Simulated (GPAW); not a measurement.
# Ag (Fm-3m) in GPAW: notebook

The runs below take Ag through band structure, equation of state, with PBE, SCAN+D4, vdW-DF-cx, rSCAN, TASK.

Program: GPAW 26.7.0. These are calculated values, not measurements. Logs are shortened: lines on timing, memory, paths and dates and some standing lists are left out, and cuts for length are marked. The log counts tension as positive stress, the text compression.

## 1. The crystal as given

Symmetry: Fm-3m, No. 225, cubic system. The conventional cell has a = 4.085 Å, b = 4.085 Å, c = 4.085 Å, α = 90.00°, β = 90.00°, γ = 90.00°. Ag (site symmetry m-3m) has 12 Ag at 2.89 Å as nearest neighbours.

## 2. Band structure, PBE, spin-orbit coupling, no magnetisation

File run.py:

```python
import numpy as np
import spglib
from ase import Atoms
from ase.dft.bandgap import bandgap
from ase.io import read, write
from ase.units import GPa
from gpaw import GPAW, PW
from gpaw.spinorbit import soc_eigenstates

atoms = read('Ag.cif')
cell, positions, numbers = spglib.find_primitive(
    (atoms.cell[:], atoms.get_scaled_positions(), atoms.numbers), symprec=1e-4)
atoms = Atoms(numbers, cell=cell, scaled_positions=positions, pbc=True)

calc = GPAW(mode=PW(600),
            xc='PBE',
            kpts={'size': (11, 11, 11), 'gamma': True},
            occupations={'name': 'fermi-dirac', 'width': 0.05},
            nbands=18,
            convergence={'density': 1e-05, 'energy': 1e-05},
            maxiter=150,
            txt='gpaw.txt')
atoms.calc = calc
energy = atoms.get_potential_energy()
forces = atoms.get_forces()
stress = atoms.get_stress()
calc.write('gs.gpw')
write('result.traj', atoms)
print(f'Energy: {energy:.6f} eV')
print('Forces (eV/A):')
print(forces.round(4))
print('Stress (GPa):', (stress / GPa).round(3))
print('Fermi level:', round(calc.get_fermi_level(), 4), 'eV')
print(f'Gap: {bandgap(calc)[0]:.4f} eV, direct: {bandgap(calc, direct=True)[0]:.4f} eV')

path = atoms.cell.bandpath('GXWKGLUWLK,UX', npoints=60, eps=1e-4)
bs_calc = calc.fixed_density(kpts=path, symmetry='off', nbands=26,
                             convergence={'bands': 'CBM+6.0', 'eigenstates': 1e-6}, txt='bands.txt')
bs = bs_calc.band_structure()
bs.write('bs.json')
print(f'Gap on the path: {bandgap(bs_calc)[0]:.4f} eV')

soc = soc_eigenstates(bs_calc, theta=90, phi=45)
np.savetxt('soc_bands.dat', soc.eigenvalues(), fmt='%.4f')
mesh = soc_eigenstates('gs.gpw', theta=90, phi=45)
np.savetxt('soc_mesh.dat', mesh.eigenvalues(), fmt='%.4f')
print('Fermi level with spin-orbit coupling:', round(mesh.fermi_level, 4), 'eV')
```

File Ag.cif:

```cif
data_Ag
_cell_length_a 4.08550000
_cell_length_b 4.08550000
_cell_length_c 4.08550000
_cell_angle_alpha 90.00000000
_cell_angle_beta 90.00000000
_cell_angle_gamma 90.00000000
_space_group_name_H-M_alt 'Fm-3m'
_space_group_name_Hall '-F 4 2 3'
_space_group_IT_number 225
loop_
_space_group_symop_operation_xyz
'x,y,z'
'-x,-y,-z'
'-y,x,z'
'y,-x,-z'
'-x,-y,z'
'x,y,-z'
'y,-x,z'
'-y,x,-z'
'x,-y,-z'
'-x,y,z'
'-y,-x,-z'
'y,x,z'
'-x,y,-z'
'x,-y,z'
'y,x,-z'
'-y,-x,z'
'z,x,y'
'-z,-x,-y'
'z,-y,x'
'-z,y,-x'
'z,-x,-y'
'-z,x,y'
'z,y,-x'
'-z,-y,x'
'-z,x,-y'
'z,-x,y'
'-z,-y,-x'
'z,y,x'
'-z,-x,y'
'z,x,-y'
'-z,y,x'
'z,-y,-x'
'y,z,x'
'-y,-z,-x'
'x,z,-y'
'-x,-z,y'
'-y,z,-x'
'y,-z,x'
'-x,z,y'
'x,-z,-y'
'-y,-z,x'
'y,z,-x'
'-x,-z,-y'
'x,z,y'
'y,-z,-x'
'-y,z,x'
'x,-z,y'
'-x,z,-y'
'x,y+1/2,z+1/2'
'-x,-y+1/2,-z+1/2'
'-y,x+1/2,z+1/2'
[... 62 lines left out ...]
'-z+1/2,-x,-y+1/2'
'z+1/2,-y,x+1/2'
'-z+1/2,y,-x+1/2'
'z+1/2,-x,-y+1/2'
'-z+1/2,x,y+1/2'
'z+1/2,y,-x+1/2'
'-z+1/2,-y,x+1/2'
'-z+1/2,x,-y+1/2'
'z+1/2,-x,y+1/2'
'-z+1/2,-y,-x+1/2'
'z+1/2,y,x+1/2'
'-z+1/2,-x,y+1/2'
'z+1/2,x,-y+1/2'
'-z+1/2,y,x+1/2'
'z+1/2,-y,-x+1/2'
'y+1/2,z,x+1/2'
'-y+1/2,-z,-x+1/2'
'x+1/2,z,-y+1/2'
'-x+1/2,-z,y+1/2'
'-y+1/2,z,-x+1/2'
'y+1/2,-z,x+1/2'
'-x+1/2,z,y+1/2'
'x+1/2,-z,-y+1/2'
'-y+1/2,-z,x+1/2'
'y+1/2,z,-x+1/2'
'-x+1/2,-z,-y+1/2'
'x+1/2,z,y+1/2'
'y+1/2,-z,-x+1/2'
'-y+1/2,z,x+1/2'
'x+1/2,-z,y+1/2'
'-x+1/2,z,-y+1/2'
'x+1/2,y+1/2,z'
'-x+1/2,-y+1/2,-z'
'-y+1/2,x+1/2,z'
'y+1/2,-x+1/2,-z'
'-x+1/2,-y+1/2,z'
'x+1/2,y+1/2,-z'
'y+1/2,-x+1/2,z'
'-y+1/2,x+1/2,-z'
'x+1/2,-y+1/2,-z'
'-x+1/2,y+1/2,z'
'-y+1/2,-x+1/2,-z'
'y+1/2,x+1/2,z'
'-x+1/2,y+1/2,-z'
'x+1/2,-y+1/2,z'
'y+1/2,x+1/2,-z'
'-y+1/2,-x+1/2,z'
'z+1/2,x+1/2,y'
'-z+1/2,-x+1/2,-y'
'z+1/2,-y+1/2,x'
'-z+1/2,y+1/2,-x'
'z+1/2,-x+1/2,-y'
'-z+1/2,x+1/2,y'
'z+1/2,y+1/2,-x'
'-z+1/2,-y+1/2,x'
'-z+1/2,x+1/2,-y'
'z+1/2,-x+1/2,y'
'-z+1/2,-y+1/2,-x'
'z+1/2,y+1/2,x'
'-z+1/2,-x+1/2,y'
'z+1/2,x+1/2,-y'
'-z+1/2,y+1/2,x'
'z+1/2,-y+1/2,-x'
'y+1/2,z+1/2,x'
'-y+1/2,-z+1/2,-x'
'x+1/2,z+1/2,-y'
'-x+1/2,-z+1/2,y'
'-y+1/2,z+1/2,-x'
'y+1/2,-z+1/2,x'
'-x+1/2,z+1/2,y'
'x+1/2,-z+1/2,-y'
'-y+1/2,-z+1/2,x'
'y+1/2,z+1/2,-x'
'-x+1/2,-z+1/2,-y'
'x+1/2,z+1/2,y'
'y+1/2,-z+1/2,-x'
'-y+1/2,z+1/2,x'
'x+1/2,-z+1/2,y'
'-x+1/2,z+1/2,-y'
loop_
_atom_site_label
_atom_site_type_symbol
_atom_site_symmetry_multiplicity
_atom_site_Wyckoff_symbol
_atom_site_fract_x
_atom_site_fract_y
_atom_site_fract_z
_atom_site_occupancy
Ag1 Ag 4 a 0.0000000000 0.0000000000 0.0000000000 1
```

Potentials or basis: GPAW PAW data sets (gpaw-data 1.2.1), pw.

Command:

```console
$ OMP_NUM_THREADS=1 python run.py
```

gpaw.txt:

```text
__  _  _
 | _ |_)|_||  |
 |__||  | ||/\| - 26.7.0

Input parameters:
  mode=PW(ecut=600.0),
  convergence={'density': 1e-05, 'energy': 1e-05},
  kpts=MonkhorstPack(size=(11, 11, 11), gamma=True),
  maxiter=150,
  nbands=18,
  occupations=Occupations(name='fermi-dirac', width=0.05),
  xc=XC(name='PBE')

Diagonalizing LCAO Hamiltonian
Converting LCAO to pw mode

       Ag

Atoms  # Å, Bohr magnetons
|   | symbol |        x |        y |        z |    initial magnetic moments |
|---|--------|----------|----------|----------|-----------------------------|
| 0 |     Ag | 0.000000 | 0.000000 | 0.000000 | ( 0.0000,  0.0000,  0.0000) |

Unit cell  # Å
| periodic |        x |        y |        z |  lengths |    angles |
|----------|----------|----------|----------|----------|-----------|
|      yes | 0.000000 | 2.042750 | 2.042750 | 2.888885 | 60.000000 |
|      yes | 2.042750 | 0.000000 | 2.042750 | 2.888885 | 60.000000 |
|      yes | 2.042750 | 2.042750 | 0.000000 | 2.888885 | 60.000000 |

Number of symmetries: 48
Symmetry operations  # r_c * U_cc + t_c -> r_c
|    | kind |            matrix            |
|----|------|------------------------------|
|  0 |  σ   |  1, 0, 0,  1, 0,-1,  1,-1, 0 |
|  1 |  C2  |  1, 0, 0,  1,-1, 0,  1, 0,-1 |
|  2 |  E   |  1, 0, 0,  0, 1, 0,  0, 0, 1 |
|  3 |  σ   |  1, 0, 0,  0, 0, 1,  0, 1, 0 |
|  4 |  C4  |  1, 0,-1,  1, 0, 0,  1,-1, 0 |
|  5 |  S6  |  1, 0,-1,  1,-1, 0,  1, 0, 0 |
|  6 |  σ   |  1, 0,-1,  0, 1,-1,  0, 0,-1 |
|  7 |  C3  |  1, 0,-1,  0, 0,-1,  0, 1,-1 |
|  8 |  S6  |  1,-1, 0,  1, 0, 0,  1, 0,-1 |
|  9 |  C4  |  1,-1, 0,  1, 0,-1,  1, 0, 0 |
| 10 |  C3  |  1,-1, 0,  0,-1, 1,  0,-1, 0 |
| 11 |  σ   |  1,-1, 0,  0,-1, 0,  0,-1, 1 |
| 12 |  σ   |  0, 1, 0,  1, 0, 0,  0, 0, 1 |
| 13 |  C4  |  0, 1, 0,  0, 1,-1, -1, 1, 0 |
| 14 |  C3  |  0, 1, 0,  0, 0, 1,  1, 0, 0 |
| 15 |  S6  |  0, 1, 0, -1, 1, 0,  0, 1,-1 |
| 16 |  C2  |  0, 1,-1,  1, 0,-1,  0, 0,-1 |
| 17 |  σ   |  0, 1,-1,  0, 1, 0, -1, 1, 0 |
| 18 |  S4  |  0, 1,-1,  0, 0,-1,  1, 0,-1 |
| 19 |  C4  |  0, 1,-1, -1, 1, 0,  0, 1, 0 |
| 20 |  C3  |  0, 0, 1,  1, 0, 0,  0, 1, 0 |
| 21 |  σ   |  0, 0, 1,  0, 1, 0,  1, 0, 0 |
| 22 |  S6  |  0, 0, 1,  0,-1, 1, -1, 0, 1 |
| 23 |  C4  |  0, 0, 1, -1, 0, 1,  0,-1, 1 |
| 24 |  S4  |  0, 0,-1,  1, 0,-1,  0, 1,-1 |
| 25 |  C3  |  0, 0,-1,  0, 1,-1,  1, 0,-1 |
| 26 |  C2  |  0, 0,-1,  0,-1, 0, -1, 0, 0 |
| 27 |  S6  |  0, 0,-1, -1, 0, 0,  0,-1, 0 |
| 28 |  S4  |  0,-1, 1,  1,-1, 0,  0,-1, 0 |
| 29 |  C4  |  0,-1, 1,  0, 0, 1, -1, 0, 1 |
| 30 |  C2  |  0,-1, 1,  0,-1, 0,  1,-1, 0 |
| 31 |  σ   |  0,-1, 1, -1, 0, 1,  0, 0, 1 |
| 32 |  C3  |  0,-1, 0,  1,-1, 0,  0,-1, 1 |
| 33 |  S6  |  0,-1, 0,  0, 0,-1, -1, 0, 0 |
| 34 |  S4  |  0,-1, 0,  0,-1, 1,  1,-1, 0 |
| 35 |  C2  |  0,-1, 0, -1, 0, 0,  0, 0,-1 |
| 36 |  C2  | -1, 1, 0,  0, 1, 0,  0, 1,-1 |
| 37 |  S6  | -1, 1, 0,  0, 1,-1,  0, 1, 0 |
| 38 |  S4  | -1, 1, 0, -1, 0, 1, -1, 0, 0 |
| 39 |  C3  | -1, 1, 0, -1, 0, 0, -1, 0, 1 |
| 40 |  S6  | -1, 0, 1,  0, 0, 1,  0,-1, 1 |
| 41 |  C2  | -1, 0, 1,  0,-1, 1,  0, 0, 1 |
| 42 |  C3  | -1, 0, 1, -1, 1, 0, -1, 0, 0 |
| 43 |  S4  | -1, 0, 1, -1, 0, 0, -1, 1, 0 |
| 44 |  C2  | -1, 0, 0,  0, 0,-1,  0,-1, 0 |
| 45 |  i   | -1, 0, 0,  0,-1, 0,  0, 0,-1 |
| 46 |  σ   | -1, 0, 0, -1, 1, 0, -1, 0, 1 |
| 47 |  C2  | -1, 0, 0, -1, 0, 1, -1, 1, 0 |

BZ-sampling:
  Number of BZ points: 1331
  Number of IBZ points: 56

  Monkhorst-Pack size: [11, 11, 11]
  Monkhorst-Pack shift: [0, 0, 0]

K-points  # in reciprocal-cell coordinates
|     |                                coordinates |     weight |
|-----|--------------------------------------------|------------|
|   0 | (  0.00000000,   0.00000000,   0.00000000) | 0.00075131 |
|   1 | (  0.09090909,   0.09090909,   0.00000000) | 0.00450789 |
|   2 | (  0.09090909,   0.09090909,   0.09090909) | 0.00601052 |
|   3 | (  0.18181818,   0.09090909,   0.09090909) | 0.00901578 |
|   4 | (  0.18181818,   0.18181818,   0.00000000) | 0.00450789 |
|   5 | (  0.18181818,   0.18181818,   0.09090909) | 0.01803156 |
|   6 | (  0.18181818,   0.18181818,   0.18181818) | 0.00601052 |
|   7 | (  0.27272727,   0.18181818,   0.09090909) | 0.01803156 |
|   8 | (  0.27272727,   0.18181818,   0.18181818) | 0.01803156 |
|   9 | (  0.27272727,   0.27272727,   0.00000000) | 0.00450789 |
| ... |                                            |            |
|  55 | (  0.45454545,   0.45454545,   0.45454545) | 0.00601052 |

Plane wave coefficients: 578
Cutoff: 600.0 eV

Spin-components: 1 (collinear spins)
Bands:           18
Projectors:      6
Spin-degeneracy: 2
Datatype:        complex128

Parallelization:
  kpt:    1
  domain: 1
  band:   1

Density:
  Valence electrons: 17.0
  Components: 1
  Grid points: [18 18 18]
  Charge: 0.0  # |e|

Potential:
  Grid points: [18 18 18]

species:
  Ag:
    name:    Silver
    Z:       47.0
    valence: 17
    core:    30
    charge:  0.0  # [|e|]
    compensation charges:
      type: gauss
      rc: 0.40  # [Å]
      lmax: 2
    cutoffs:
      filter: 2.35  # [Å]
      core: 2.19  # [Å]
    projectors
    | kind |    occ | energy [eV] | rcut [Å] |
    |------|--------|-------------|----------|
    |   5s |  1.000 |      -4.401 |    1.286 |
    |   4p |  6.000 |     -58.577 |    1.328 |
    |   5p |  0.000 |      -0.738 |    1.328 |
    |   4d | 10.000 |      -7.446 |    1.180 |
    |    s |        |      22.811 |    1.286 |
    |    d |        |      19.766 |    1.180 |

    Using partial waves for Ag as LCAO basis

Reference energy: -144597.826354  # eV

eigensolver:
  PPCG
  Converge bands: occupied
  niter=2

density mixing:
  MSR1-Mixer
  Pratt-step length: 0.05
  Maximum mixing coefficient: 0.75
  Old densities: 10
  SVD Regularization: 0.005
  Good broyden scale: 1.0
  Trust region scale: 1.0
  Backstep threshold: 4.0
  History deletion threshold: 6.0
  Fourier metric: weight=20.0, sigma=0.015

occupation numbers:
  Fermi-Dirac:
    width: 0.0500  # eV

poisson solver:
  ecut: 4800.0  # eV

xc functional:
  name: PBE with 2 nearest neighbor stencil

convergence criteria:
- Maximum integral of absolute [dens]ity change: 1e-05 electrons / valence electron
- Maximum [total energy] change in last 3 cyles: 1e-05 eV / valence electron
- Maximum integral of absolute [eigenst]ate change: 4e-08 eV^2 / valence electron
maximum number of iterations: 150

SCF iterations
|iter     | |      energy | eigst |  dens |
|---------|-|-------------|-------|-------|
|iter:   1| |   -3.116728 | -0.63 |       |
|iter:   2| |   -3.052884 | -3.48 | -1.31 |
|iter:   3| |   -2.862252 | -3.10 | -1.36 |
|iter:   4| |   -2.859764 | -4.33 | -2.13 |
|iter:   5| |   -2.859012 | -4.31 | -2.40 |
|iter:   6| |   -2.859014 | -7.07 | -3.87 |
|iter:   7| |   -2.859016c| -7.43c| -4.14 |
|iter:   8| |   -2.859016c| -8.94c| -5.45c|

Converged in 8 steps
Energy contributions relative to reference atoms: (reference = -144597.826354)

Energy contributions:
  Kinetic:          -0.687840
  Coulomb:          -0.455852
  Zero:              0.169524
  External:          0.000000
  Xc:               -1.883546
  Entropy:          -0.002604
  Spinorbit:         0.000000
  ----------------------------
  Free energy:      -2.860318
  Extrapolated:     -2.859016

dipole moment: (-12.760669, -12.760669, -12.760669)  # |e|*Ang

Fermi level: 8.507
Eigenvalues  # (at kpt = [0.000, 0.000, 0.000])
| band index |      eig [eV] | occ [0-2] |
|------------|---------------|-----------|
|          0 |       -47.127 |     2.000 |
|          1 |       -47.127 |     2.000 |
|          2 |       -47.127 |     2.000 |
|          3 |         0.476 |     2.000 |
|          4 |         3.482 |     2.000 |
|          5 |         3.482 |     2.000 |
[... 10 lines left out ...]
|         16 |        33.527 |     0.000 |
|         17 |        38.782 |     0.000 |

No gap
No difference between direct/indirect transitions

Forces  # eV/Ang
|       x |        y |        z |
|---------|----------|----------|
| 0.00000 | -0.00000 | -0.00000 |  # Ag   0

Stress tensor  # eV/Ang^3
|         x |         y |         z |
|-----------|-----------|-----------|
| -0.026999 |  0.000000 |  0.000000 |
|  0.000000 | -0.026999 | -0.000000 |
|  0.000000 | -0.000000 | -0.026999 |

# Writing to gs.gpw (mode='')
```

Wall time 20 s (1 thread of Arm Neoverse V2, shared host); peak memory 0.23 GiB.

Results:

```yaml
Free_energy: -2.8603 eV
Pressure: 4.3 GPa
Band_gap_along_the_path: none (metal or under the smearing width)
```

Levels at the corners of the path, in eV from the Fermi level:
| point | band 12 | band 13 | band 14 | band 15 | band 16 | band 17 | band 18 | band 19 | band 20 |
| --- | --- | --- | --- | --- | --- | --- | --- | --- | --- |
| Γ | -5.21 | -4.82 | -4.82 | -3.93 | -3.93 | -3.93 | -3.93 | 15.98 | 15.98 |
| X | -3.28 | -3.10 | -3.10 | -2.76 | -2.76 | 1.32 | 1.32 | 6.52 | 6.52 |
| W | -5.22 | -3.94 | -3.94 | -2.95 | -2.95 | 5.56 | 5.56 | 5.88 | 5.88 |
| K | -4.33 | -3.77 | -3.77 | -3.21 | -3.21 | 4.04 | 4.04 | 5.03 | 5.03 |
| Γ | -5.21 | -4.82 | -4.82 | -3.93 | -3.93 | -3.93 | -3.93 | 15.98 | 15.98 |
| L | -4.87 | -3.28 | -3.28 | -3.06 | -3.06 | -0.67 | -0.67 | 3.39 | 3.39 |
| U | -4.33 | -3.77 | -3.77 | -3.21 | -3.21 | 4.04 | 4.04 | 5.03 | 5.03 |
| W | -5.22 | -3.94 | -3.94 | -2.95 | -2.95 | 5.56 | 5.56 | 5.88 | 5.88 |
| L | -4.87 | -3.28 | -3.28 | -3.06 | -3.06 | -0.67 | -0.67 | 3.39 | 3.39 |
| K | -4.33 | -3.77 | -3.77 | -3.21 | -3.21 | 4.04 | 4.04 | 5.03 | 5.03 |
| U | -4.33 | -3.77 | -3.77 | -3.21 | -3.21 | 4.04 | 4.04 | 5.03 | 5.03 |
| X | -3.28 | -3.10 | -3.10 | -2.76 | -2.76 | 1.32 | 1.32 | 6.52 | 6.52 |

Caveat: spin-orbit coupling was added after a scalar SCF, so levels and gaps hold it while energy, forces, pressure and moments don't; this program's spin-orbit splittings come out too wide for heavy elements.

## 3. Equation of state, SCAN+D4

File run.py:

```python
from ase.calculators.mixing import SumCalculator
from ase.eos import EquationOfState
from ase.io import Trajectory, read
from ase.units import GPa
from dftd4.ase import DFTD4
from gpaw import GPAW, PW

atoms = read('Ag.xyz')

traj = Trajectory('eos.traj', 'w')
volumes, energies = [], []
for x in [0.94, 0.96, 0.98, 1.0, 1.02, 1.04, 1.06]:
    a = atoms.copy()
    a.set_cell(atoms.cell * x**(1 / 3), scale_atoms=True)
    calc = GPAW(mode=PW(600),
                xc='MGGA_X_SCAN+MGGA_C_SCAN',
                kpts={'size': (11, 11, 11), 'gamma': True},
                occupations={'name': 'fermi-dirac', 'width': 0.05},
                nbands=18,
                convergence={'density': 1e-05, 'energy': 1e-05},
                maxiter=150,
                txt=f'eos-{x:.2f}.txt')
    a.calc = SumCalculator([calc, DFTD4(method='scan')])
    energies.append(a.get_potential_energy())
    volumes.append(a.get_volume())
    p = -a.get_stress()[:3].mean() / GPa
    calc.write(f'eos-{x:.2f}.gpw')
    traj.write(a)
    print(f'{x:.2f} {volumes[-1]:10.4f} A^3 {energies[-1]:14.6f} eV {p:9.3f} GPa', flush=True)

v0, e0, B = EquationOfState(volumes, energies, eos='birchmurnaghan').fit()
print(f'V0 = {v0:.4f} A^3, E0 = {e0:.6f} eV, B0 = {B / GPa:.2f} GPa')
```

File Ag.xyz:

```xyz
1
Lattice="0.0000000000 2.0427500000 2.0427500000 2.0427500000 0.0000000000 2.0427500000 2.0427500000 2.0427500000 0.0000000000" Properties=species:S:1:pos:R:3 pbc="T T T"
Ag     0.0000000000      0.0000000000      0.0000000000
```

Potentials or basis: GPAW PAW data sets (gpaw-data 1.2.1), pw.

Command:

```console
$ OMP_NUM_THREADS=1 python run.py
```

It took 4.9 min on 1 thread of Arm Neoverse V2, shared host; peak memory 0.64 GiB.

It converged, with:

* Equilibrium volume: 16.86 Å³/atom (rough: see the caveat)
* Bulk modulus: 117 GPa (rough)

Energy against volume, from the lowest point:
| volume (Å³/atom) | energy (meV/atom) |
| --- | --- |
| 16.025 | 16.95 |
| 16.366 | 5.14 |
| 16.707 | 0.00 |
| 17.048 | 0.17 |
| 17.389 | 4.88 |
| 17.730 | 13.57 |
| 18.071 | 25.66 |

Caveat: the points scatter about the fit; the PAW data sets were made with another functional, which shifts forces and pressure a little.

(Part 1 of 3 ends here.)
